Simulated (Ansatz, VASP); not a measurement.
# Cross-check of SiGe2 between VASP and Ansatz

One calculation is typed for both programs; each brings its own data sets. How far apart do they land? The cell is generated by rule, not measured, and may not be a known phase. The cell is taken from a series of runs on this material, whose earlier steps may have relaxed, scaled, displaced or heated it; both programs get it as it stands.

Main program and level: Ansatz 0.2.0; plane waves, with VASP 6.6.1 beside it; single point at r2SCAN.

The structure was built from a prototype and need not be the compound's stable phase.

## (1) Starting point

It takes space group P4_222 (No. 93, tetragonal). Conventional cell: a = 7.478 Å, b = 7.478 Å, c = 5.288 Å, α = 90.00°, β = 90.00°, γ = 90.00°. Nearest to Si lie 4 Ge at 2.27 to 2.31 Å. Nearest to Ge lie 2 Si at 2.31 Å. Ge has 2 Si at 2.27 Å nearest. Farther neighbours are not listed.

## (2) VASP: single point, r2SCAN

With cell and atoms fixed, the geometry can't cause a difference; cores, projectors, grids and the points listed under the comparison can.

Lines of VASP's logs that name or quote its potential files are left out, and so is its time.

The input, INCAR:

```
SYSTEM = SiGe2
PREC = Accurate
ENCUT = 550
EDIFF = 1E-06
NELM = 120
ISMEAR = 1
SIGMA = 0.2
LREAL = .FALSE.
ALGO = Normal
METAGGA = R2SCAN
LASPH = .TRUE.
NBANDS = 79
LORBIT = 11
LWAVE = .FALSE.
LCHARG = .FALSE.
ISIF = 2
GGA_COMPAT = .FALSE.
LMIXTAU = .TRUE.
KPAR = 2
```

The input, POSCAR:

```
SiGe2
1.0
   -5.2880224348      0.0000000000      0.0000000000
    0.0000000000     -5.2880224348     -5.2880224348
    0.0000000000     -5.2880224348      5.2880224348
Si Ge
4 8
Direct
    0.0000000000      0.9966266095      0.9966266095
    0.0000000000      0.5033733905      0.5033733905
    0.5000000000      0.9966266095      0.5033733905
    0.5000000000      0.5033733905      0.9966266095
    0.7500000000      0.2500000000      0.4893025147
    0.7500000000      0.7500000000      0.0106974853
    0.2500000000      0.0106974853      0.2500000000
    0.2500000000      0.4893025147      0.7500000000
    0.2500000000      0.0106974853      0.7500000000
    0.2500000000      0.4893025147      0.2500000000
    0.7500000000      0.7500000000      0.4893025147
    0.7500000000      0.2500000000      0.0106974853
```

The input, KPOINTS:

```
Automatic mesh
0
Gamma
8 6 6
0 0 0
```

Potentials, in the order of the species: Si and Ge_d (PBE family, release 64).

Launch:

```
mpirun -np 2 vasp_std
```

Numbers of over 12 decimals in the logs are rounded to 6 here.

What it wrote:

```text
[banner, memory and clock lines left out]
running    2 mpi-ranks, on    1 nodes
 distrk:  each k-point on    1 cores,    2 groups
 distr:  one band on    1 cores,    1 groups

 POSCAR found type information on POSCAR SiGe
 POSCAR found :  2 types and      12 ions
|                                                                             |
|               ----> ADVICE to this user running VASP <----                  |
|                                                                             |
|     You enforced a specific xc type in the INCAR file but a different       |
|     [... a line on the potential file left out ...]
|     I HOPE YOU KNOW WHAT YOU ARE DOING!                                     |
|                                                                             |

 LDA part: xc-table for (None), standard interpolation
 POSCAR, INCAR and KPOINTS ok, starting setup
 FFT: planning ... GRIDC
 FFT: planning ... GRID_SOFT
 FFT: planning ... GRID
 WAVECAR not read
 entering main loop
       N       E                     dE             d eps       ncg     rms          rms(c)
DAV:   1     0.165578720314E+04    0.16558E+04   -0.59296E+04 10108   0.395E+03
DAV:   2     0.209440055051E+03   -0.14463E+04   -0.13851E+04  7900   0.120E+03
DAV:   3    -0.112958357404E+03   -0.32240E+03   -0.30753E+03  8349   0.268E+02
DAV:   4    -0.146335228564E+03   -0.33377E+02   -0.31941E+02  9184   0.933E+01
DAV:   5    -0.147805871351E+03   -0.14706E+01   -0.14468E+01  8828   0.207E+01    0.106E+01
DAV:   6    -0.141009912703E+03    0.67960E+01   -0.21821E+00  8886   0.121E+01    0.631E+00
DAV:   7    -0.127927318599E+03    0.13083E+02   -0.26509E+00  8798   0.745E+00    0.175E+00
DAV:   8    -0.132198135607E+03   -0.42708E+01   -0.18517E+00  8377   0.562E+00    0.738E-01
DAV:   9    -0.133467824204E+03   -0.12697E+01   -0.35673E-01 10064   0.226E+00    0.615E-01
DAV:  10    -0.133911658272E+03   -0.44383E+00   -0.21040E-01  9773   0.274E+00    0.307E-01
DAV:  11    -0.133227266637E+03    0.68439E+00   -0.63973E-01  9251   0.288E+00    0.203E-01
DAV:  12    -0.133643035750E+03   -0.41577E+00   -0.33881E-01  8047   0.182E+00    0.171E-01
DAV:  13    -0.133648211229E+03   -0.51755E-02   -0.55562E-02  9918   0.794E-01    0.122E-01
DAV:  14    -0.133665811794E+03   -0.17601E-01   -0.14536E-02  9682   0.521E-01    0.672E-02
[...]
DAV:  19    -0.133667708303E+03    0.31484E-04   -0.11039E-04  8857   0.507E-02    0.163E-02
DAV:  20    -0.133667682001E+03    0.26302E-04   -0.23715E-05  6496   0.286E-02    0.874E-03
DAV:  21    -0.133667717613E+03   -0.35611E-04   -0.20072E-05  7332   0.232E-02    0.727E-03
DAV:  22    -0.133667750195E+03   -0.32582E-04   -0.82031E-06  6959   0.156E-02    0.422E-03
DAV:  23    -0.133667764325E+03   -0.14130E-04   -0.51764E-06  6583   0.113E-02    0.209E-03
DAV:  24    -0.133667759349E+03    0.49756E-05   -0.75602E-06  6439   0.128E-02    0.371E-03
DAV:  25    -0.133667765984E+03   -0.66346E-05   -0.18165E-06  6210   0.650E-03    0.154E-03
DAV:  26    -0.133667766864E+03   -0.87985E-06   -0.30120E-07  4790   0.333E-03
   1 F= -.13366777E+03 E0= -.13366412E+03  d E =-.109550E-01
```

From OUTCAR (step 2):

```text
ion  position               nearest neighbor table
   1  0.000  0.997  0.997-   6 2.27   9 2.27   7 2.31  12 2.31
   2  0.000  0.503  0.503-   8 2.27  11 2.27  10 2.31   5 2.31
   3  0.500  0.997  0.503-   9 2.27  11 2.27   5 2.31   7 2.31
   4  0.500  0.503  0.997-   6 2.27   8 2.27  10 2.31  12 2.31
   5  0.750  0.250  0.489-   2 2.31   3 2.31
   6  0.750  0.750  0.011-   1 2.27   4 2.27
   7  0.250  0.011  0.250-   1 2.31   3 2.31
   8  0.250  0.489  0.750-   2 2.27   4 2.27
   9  0.250  0.011  0.750-   1 2.27   3 2.27
  10  0.250  0.489  0.250-   2 2.31   4 2.31
  11  0.750  0.750  0.489-   2 2.27   3 2.27
  12  0.750  0.250  0.011-   1 2.31   4 2.31

  LATTYP: Found a simple tetragonal cell.
 ALAT       =     7.4783930454
 C/A-ratio  =     0.7071067812

 Subroutine GETGRP returns: Found  8 space group operations
 (whereof  2 operations were pure point group operations)

The static configuration has the point symmetry C_2 .
 The point group associated with its full space group is D_4 .

 Found     50 irreducible k-points:

   k-points           NKPTS =     50   k-points in BZ     NKDIM =     50   number of bands    NBANDS=     79

   dimension x,y,z NGX =    40 NGY =   60 NGZ =   60
   dimension x,y,z NGXF=    80 NGYF=  120 NGZF=  120

   ENCUT  =  550.0 eV  40.42 Ry    6.36 a.u.  10.11 14.30 14.30*2*pi/ulx,y,z

   NELECT =     128.0000    total number of electrons

 k-points in reciprocal lattice and weights: Automatic mesh
   0.00000000  0.00000000  0.00000000       0.003
   0.12500000  0.00000000  0.00000000       0.007
   0.25000000  0.00000000  0.00000000       0.007
   0.37500000  0.00000000  0.00000000       0.007
   0.50000000  0.00000000  0.00000000       0.003
   0.00000000  0.16666667  0.00000000       0.014
   0.12500000  0.16666667  0.00000000       0.028
   0.25000000  0.16666667  0.00000000       0.028
   0.37500000  0.16666667  0.00000000       0.028
[...]
0.37500000  0.50000000  0.50000000       0.007
   0.50000000  0.50000000  0.50000000       0.003

 average (electrostatic) potential at core
       1 -89.1388       2 -89.1388       3 -89.1388       4 -89.1388       5 -80.4444
       6 -80.4155       7 -80.4444       8 -80.4155       9 -80.4155      10 -80.4444
      11 -80.4155      12 -80.4444

 E-fermi :   4.1465

 k-point     1 :       0.0000    0.0000    0.0000
  band No.  band energies     occupation
    ...
     59       1.8939      2.00000
     60       2.0216      2.00000
     61       2.1704      2.00000
     62       2.1704      2.00000
     63       2.6863      2.00000
     64       5.0733     -0.00000
     65       5.1459     -0.00000
     66       5.1459     -0.00000
     67       5.3244     -0.00000
     68       5.3363     -0.00000
    ...

 k-point     2 :       0.1250    0.0000    0.0000
  band No.  band energies     occupation
    ...
     59       1.6481      2.00000
     60       2.2458      2.00000
     61       2.3460      2.00000
     62       3.1012      2.00000
     63       3.1275      2.00000
     64       4.7167     -0.00042
     65       4.7194     -0.00039
     66       4.7194     -0.00039
     67       5.4661     -0.00000
     68       5.4672     -0.00000
    ...

 k-point     3 :       0.2500    0.0000    0.0000
  band No.  band energies     occupation
    ...
     60       2.8357      2.00000
     61       2.8987      2.00000
     62       3.9808      1.99414
     63       3.9830      1.98885
     64       4.2077      0.50856
     65       4.3661     -0.06508
     66       4.3711     -0.06725
     67       5.5050     -0.00000
     68       5.5635     -0.00000
     69       5.6271     -0.00000
    ...

  Total        0.2141196     -0.4178087     -0.4178087      0.0000000      0.0000000      0.0000000
  in kB        1.1599978     -2.2634878     -2.2634878      0.0000000      0.0000000      0.0000000
  external PRESSURE =      -1.1223259 kB  Pullay stress =       0.0000000 kB

  energy-cutoff  :      550.00
  volume of cell :      295.74
      direct lattice vectors                 reciprocal lattice vectors
    -5.288022435  0.000000000  0.000000000    -0.189106611  0.000000000  0.000000000
     0.000000000 -5.288022435 -5.288022435     0.000000000 -0.094553305 -0.094553305
     0.000000000 -5.288022435  5.288022435     0.000000000 -0.094553305  0.094553305

 POSITION                                       TOTAL-FORCE (eV/Angst)
 -----------------------------------------------------------------------------------
      0.00000    -10.54037      0.00000         0.000000      0.063963      0.000000
      0.00000     -5.32370      0.00000        -0.000000     -0.063963      0.000000
     -2.64401     -7.93203     -2.60833         0.000000      0.000000      0.063963
     -2.64401     -7.93203      2.60833        -0.000000      0.000000     -0.063963
     -3.96602     -3.90945      1.26544        -0.000000      0.363739     -0.363739
     -3.96602     -4.02259     -3.90945        -0.000000     -0.388197      0.388197
     -1.32201     -1.37857      1.26544        -0.000000     -0.363739     -0.363739
     -1.32201     -6.55346      1.37857        -0.000000      0.388197      0.388197
     -1.32201     -4.02259      3.90945        -0.000000     -0.388197     -0.388197
     -1.32201     -3.90945     -1.26544        -0.000000      0.363739      0.363739
     -3.96602     -6.55346     -1.37857        -0.000000      0.388197     -0.388197
     -3.96602     -1.37857     -1.26544        -0.000000     -0.363739      0.363739
 -----------------------------------------------------------------------------------
    total drift:                                0.000002     -0.000000      0.000000

  FREE ENERGIE OF THE ION-ELECTRON SYSTEM (eV)
  ---------------------------------------------------
  free  energy   TOTEN  =      -133.6677668638 eV

  energy  without entropy=     -133.6568118511  energy(sigma->0) =     -133.66411519

 total charge
# of ion       s       p       d       tot
------------------------------------------
    1        0.782   0.877   0.000   1.659
    2        0.782   0.877   0.000   1.659
    3        0.782   0.877   0.000   1.659
    4        0.782   0.877   0.000   1.659
    5        1.188   1.092   9.995  12.275
    6        1.177   1.145   9.995  12.317
    7        1.188   1.092   9.995  12.275
    8        1.177   1.145   9.995  12.317
    9        1.177   1.145   9.995  12.317
   10        1.188   1.092   9.995  12.275
   11        1.177   1.145   9.995  12.317
   12        1.188   1.092   9.995  12.275
--------------------------------------------------
tot         12.584  12.459  79.962 105.005

[... 3 further parts left out ...]
```

The run ends at a pressure of -0.11 GPa, with forces up to 0.55 eV/Å.

## (3) Ansatz: single point, r2SCAN

Ansatz runs on its default PAW (the set named soft_2) files.

The same cell, functional, mesh and smearing now go to Ansatz, which takes its cutoff from its data sets.

The input, input.yaml:

```yaml
crystal:
  lattice:
    - [-5.2880224348, 0.0, 0.0]
    - [0.0, -5.2880224348, -5.2880224348]
    - [0.0, -5.2880224348, 5.2880224348]
  atoms:
    - { symbol: Si, position: [1.0, 0.9966266095, -0.0033733905] }
    - { symbol: Si, position: [1.0, 0.5033733905, 0.5033733905] }
    - { symbol: Si, position: [0.5, -0.0033733905, 0.5033733905] }
    - { symbol: Si, position: [0.5, 0.5033733905, -0.0033733905] }
    - { symbol: Ge, position: [0.75, 0.25, 0.4893025147] }
    - { symbol: Ge, position: [0.75, 0.75, 0.0106974853] }
    - { symbol: Ge, position: [0.25, 0.0106974853, 0.25] }
    - { symbol: Ge, position: [0.25, 0.4893025147, 0.75] }
    - { symbol: Ge, position: [0.25, 0.0106974853, 0.75] }
    - { symbol: Ge, position: [0.25, 0.4893025147, 0.25] }
    - { symbol: Ge, position: [0.75, 0.75, 0.4893025147] }
    - { symbol: Ge, position: [0.75, 0.25, 0.0106974853] }
kpoints:
  mp_grid: { grid: [8, 6, 6] }
hamiltonian:
  xc: r2scan
scf:
  occupations: { method: methfessel_paxton, width: 0.2 }
output:
  forces: true
  stress: true
  eigenvalues: true
```

Launch:

```
ansatz run input.yaml --threads 8 --pin off --max-ram 14336MiB --backend cpu --events-out ev --progress --plain --runs-dir out
```

What it wrote:

```text
Engine: ansatz 0.2.0, aarch64-unknown-linux-gnu
Pseudopotentials: kind: paw
Pseudopotential: Si, paw, valence charge 4, recommended cutoff 500 eV (meta_gga), Si.paw.azcp
Pseudopotential: Ge, paw, valence charge 14, recommended cutoff 500 eV (meta_gga), Ge.paw.azcp
Functional definition: r2SCAN
  parameter k0 = 0.174
  parameter k1 = 0.065
  parameter a1 = 4.9479
  exchange = r2scan_x(k0 = k0, k1 = k1, a1 = a1)
  correlation = r2scan_c
Crystal: 12 atoms, lattice volume = 295.740 Å³
Basis set: ecut = 500 eV, 7467 PW (Γ), exchange–correlation on 160×240×240 points (64 copies of the dense FFT grid, shifted against one another)
Bands: 77, of which v1, the nominal top of the filled ones, is band 64 counted from 1 (63 counted from 0)
Symmetry: 8 space group operations
Space group: P4222 (ITA 93), of the structure as read, at distance tolerance 6.7e-5 Å
k-points: 50 of 288 (time reversal used)
Non-local potential: Si, projectors of the file, l = 0: 2, l = 1: 2, l = 2: 2
Non-local potential: Ge, projectors of the file, l = 0: 2, l = 1: 2, l = 2: 3, l = 3: 1
PAW form: soft (Blöchl's): semilocal exchange-correlation on the pseudo side does not see the compensation charge
PAW frozen core: Si, regenerated for the run's functional (the file was generated under x = pbe(κ = 0.804, μ = 0.219515), c = pbe(β = 0.066725))
PAW frozen core: Ge, regenerated for the run's functional (the file was generated under x = pbe(κ = 0.804, μ = 0.219515), c = pbe(β = 0.066725))
PAW one-centre angular grid: Si, 302 points (default); XC on 160 Gauss nodes
PAW one-centre angular grid: Ge, 590 points (default); XC on 160 Gauss nodes
Initial density: superposition of atomic densities (neutral atoms: chi_scale 0, normalization atom), corrected by the library's trained network
Initial wavefunctions: pseudopotential atomic-orbital guess
Functional: x = r2scan, c = r2scan; τ floored in thin density (d = 2e-4 eV/Å³)
SCF iter   1: F=—  HF=-36967.068031 eV  |F-HF|=—  |Δ(HF+E_count)|=         —  Δρ=7.79e-3  dr2=1.63e-1  dr2_τ=3.04e-2  ethr=1.77e-3  ⟨swp⟩=7.5  Hψ=15031  notcnv=0
preconditioner: auto → Kerker (q_TF=auto, 2.373 Å⁻¹)  [metal: Δε(μ)=0.010 eV  Ē_g=7.417 eV  σ=0.200 eV  W_gap=0.04  n_scr=62 (ndim 8)  ℏωp=15.0 eV  f_vac=0.000  D(μ)=7.47/eV (n_scr^D=46)]
SCF iter   2: F=—  HF=-36967.129739 eV  |F-HF|=—  |Δ(HF+E_count)|=   6.17e-2  S|Δr|=    0.00e0  Δρ=3.99e-3  dr2=5.47e-2  dr2_τ=1.98e-4  ethr=1.28e-4  ⟨swp⟩=2.0  Hψ=7662  notcnv=0  defer=1
SCF iter   3: F=—  HF=-36967.122925 eV  |F-HF|=—  |Δ(HF+E_count)|=   6.81e-3  S|Δr|=    0.00e0  Δρ=2.12e-3  dr2=1.51e-2  dr2_τ=1.11e-4  ethr=4.27e-5  ⟨swp⟩=2.7  Hψ=4923  notcnv=0  defer=1
SCF iter   4: F=—  HF=-36967.120771 eV  |F-HF|=—  |Δ(HF+E_count)|=   2.15e-3  S|Δr|=    0.00e0  Δρ=3.20e-4  dr2=4.47e-4  dr2_τ=2.95e-6  ethr=1.18e-5  ⟨swp⟩=2.0  Hψ=4889  notcnv=0  defer=1
SCF iter   5: F=—  HF=-36967.121008 eV  |F-HF|=—  |Δ(HF+E_count)|=   2.38e-4  S|Δr|=    0.00e0  Δρ=1.17e-4  dr2=8.37e-5  dr2_τ=3.40e-7  ethr=3.50e-7  ⟨swp⟩=2.0  Hψ=5010  notcnv=0  defer=1
SCF iter   6: F=—  HF=-36967.121028 eV  |F-HF|=—  |Δ(HF+E_count)|=   1.98e-5  S|Δr|=    0.00e0  Δρ=4.02e-5  dr2=1.08e-5  dr2_τ=6.01e-8  ethr=6.54e-8  ⟨swp⟩=2.0  Hψ=6960  notcnv=0  defer=7
SCF iter   7: F=—  HF=-36967.121034 eV  |F-HF|=—  |Δ(HF+E_count)|=   5.43e-6  S|Δr|=    0.00e0  Δρ=2.49e-5  dr2=1.81e-6  dr2_τ=2.13e-8  ethr=8.46e-9  ⟨swp⟩=2.0  Hψ=6943  notcnv=0  defer=12
SCF iter   8: F=—  HF=-36967.121032 eV  |F-HF|=—  |Δ(HF+E_count)|=   1.65e-6  S|Δr|=    0.00e0  Δρ=9.13e-6  dr2=4.68e-7  dr2_τ=1.48e-9  ethr=1.41e-9  ⟨swp⟩=2.0  Hψ=6935  notcnv=0  defer=19
SCF iter   9: F=-36967.121032 eV  HF=-36967.121032 eV  |F-HF|=8.57e-9  |Δ(HF+E_count)|=   2.50e-7  S|Δr|=    0.00e0  Δρ=2.11e-6  dr2=3.65e-8  dr2_τ=1.49e-10  ethr=7.81e-11  ⟨swp⟩=9.0  Hψ=19568  notcnv=0
SCF 1 converged in 9 iterations: F = -36967.121032 eV  dr2 = 3.65e-8
  greatest PAW one-centre occupation: 0.998 electrons in one spin orbital (limit 2), on the Ge atom at site 6 (counted from 0), in its partial waves of l = 2
SCF converged after 9 iterations
Stability not checked: this state was not tested for a lower state beside it, because cold or Methfessel-Paxton smearing, or corrected tetrahedra, fill the levels in a way that the test cannot read (fill_not_monotonic; see scf.lower_state_search)
Free energy (F): -36967.121032 eV
Harris-Foulkes:  -36967.121032 eV  (|F-HF|=8.57e-9)
Internal energy: -36967.109989 eV  (E = F + TS)
E sigma→0 (E₀):  -36967.118271 eV
Entropy (-TS):   -0.011043 eV (-0.920 meV/atom)
Fermi energy:    6.459926 eV
--- Per-component energies (eV) ---
  E_band       = -1492.466434
  E_kinetic    = 1036.095368
  E_local      = -20849.262105  (includes V_loc(G=0)·N_el)
  E_nonlocal   = 3442.343545
  E_hartree    = 9075.213896
  E_xc         = -749.528505
  E_vxc        = -731.094537  (∫ρ·V_xc dr)
  E_paw        = -18331.695433  (= ΣΔE_a)
  E_vpaw       = -2580.624301  (= ΣTr[D̂ρ^β])
  E_aug_tail   = 0.000163  (compensation charges beyond the density's cutoff)
  E_vtau       = 39.648841  (kinetic-family band-sum trace: ∫τ·v_τ [+ j·A + Jᵃ·Aᵃ] dr)
  E_ewald      = -10581.285059
  E_core_change = -8.991858  (= ΣΔE_core)
  E_smearing   = -0.011043  (= −TS)
  E_closure    = 0.000000  (closes the sum)
  Σ components = -36967.121032   (vs F -36967.121032, Δ=0.00e0)
--- Forces (eV/Å), atoms counted from 1 ---
  atom   1  Si     0.00000000     0.06245335    -0.00000000
  atom   2  Si     0.00000000    -0.06245335    -0.00000000
  atom   3  Si     0.00000000    -0.00000000     0.06245335
  atom   4  Si     0.00000000    -0.00000000    -0.06245335
  atom   5  Ge     0.00000000     0.36076332    -0.36076332
  atom   6  Ge    -0.00000000    -0.38529197     0.38529197
  atom   7  Ge     0.00000000    -0.36076332    -0.36076332
  atom   8  Ge     0.00000000     0.38529197     0.38529197
  atom   9  Ge     0.00000000    -0.38529197    -0.38529197
  atom  10  Ge     0.00000000     0.36076332     0.36076332
  atom  11  Ge    -0.00000000     0.38529197    -0.38529197
  atom  12  Ge     0.00000000    -0.36076332     0.36076332
  max |Σ_I F_I| component: 2.78e-16 eV/Å
--- Stress (GPa, compression-positive) ---
        0.116034       0.000000       0.000000
       -0.000000      -0.212774       0.000000
        0.000000       0.000000      -0.212774
  P = ⅓ Tr σ = -0.1032 GPa (-1.032 kbar)
--- Band table (eV; the first three rows and the last of 50) ---
  k-point 0: bands = [... 60 lower, 4.4830, 4.4830, 5.0028, 7.3889, 7.4618, 7.4618, 7.6376, 7.6495, ... 9 higher]
  k-point 1: bands = [... 60 lower, 4.6647, 4.7225, 5.3556, 6.8809, 6.9746, 7.0074, 7.4197, 7.5528, ... 9 higher]
  k-point 2: bands = [... 60 lower, 4.9876, 5.2527, 5.7058, 6.4082, 6.5376, 6.5559, 7.2492, 7.3438, ... 9 higher]
  k-point 49: bands = [... 60 lower, 4.3589, 4.4949, 4.4949, 4.7179, 7.4113, 7.6646, 7.6646, 7.8882, ... 9 higher]
```

The run ends at a pressure of -0.10 GPa, with forces up to 0.54 eV/Å.

## (4) Comparison

Known differences besides the potentials themselves: VASP keeps PBE cores, Ansatz makes them for the functional; the cutoff is 500 eV in Ansatz and 550 eV in VASP. Total energies have different zeros and are not compared.

Both answers:

| quantity | Ansatz | VASP | difference |
| --- | --- | --- | --- |
| pressure (GPa) | -0.10 | -0.11 | +0.01 |

Forces on 8 of the 12 atoms, those with the largest forces and the largest differences (eV/Å; atoms numbered as in POSCAR):

| atom | Ansatz x, y, z | VASP x, y, z |
| --- | --- | --- |
| Ge5 | 0.000, 0.361, -0.361 | 0.000, 0.364, -0.364 |
| Ge6 | 0.000, -0.385, 0.385 | 0.000, -0.388, 0.388 |
| Ge7 | 0.000, -0.361, -0.361 | 0.000, -0.364, -0.364 |
| Ge8 | 0.000, 0.385, 0.385 | 0.000, 0.388, 0.388 |
| Ge9 | 0.000, -0.385, -0.385 | 0.000, -0.388, -0.388 |
| Ge10 | 0.000, 0.361, 0.361 | 0.000, 0.364, 0.364 |
| Ge11 | 0.000, 0.385, -0.385 | 0.000, 0.388, -0.388 |
| Ge12 | 0.000, -0.361, 0.361 | 0.000, -0.364, 0.364 |

The forces differ by 2.0 meV/Å r.m.s., which is 0.8 % of the r.m.s. force of 0.252 eV/Å (both taken over all components).

## (5) Results

- r.m.s. force difference (single point, r2SCAN): 0.80 % of the r.m.s. force

In words: The r.m.s. force difference is 0.80 % of the r.m.s. force (single point, r2SCAN), within the 3 % picked in this series as the mark of a large difference. Such differences can come from data sets, numerical settings and the points named under the comparisons, not from the functional's error against experiment.

[Lines on the potential files, build, host, timing and source positions are cut from VASP's logs without a mark.]

[Logs are printed without paths, hosts, clocks, repeated set-up lines and the standing remarks that a program may print on its own settings, such as how far it seeks lower states.]

[Hosts, paths, dates, database ids (printed as entryN), source tags and the programs' standing remarks are cut or masked in the printed files.]
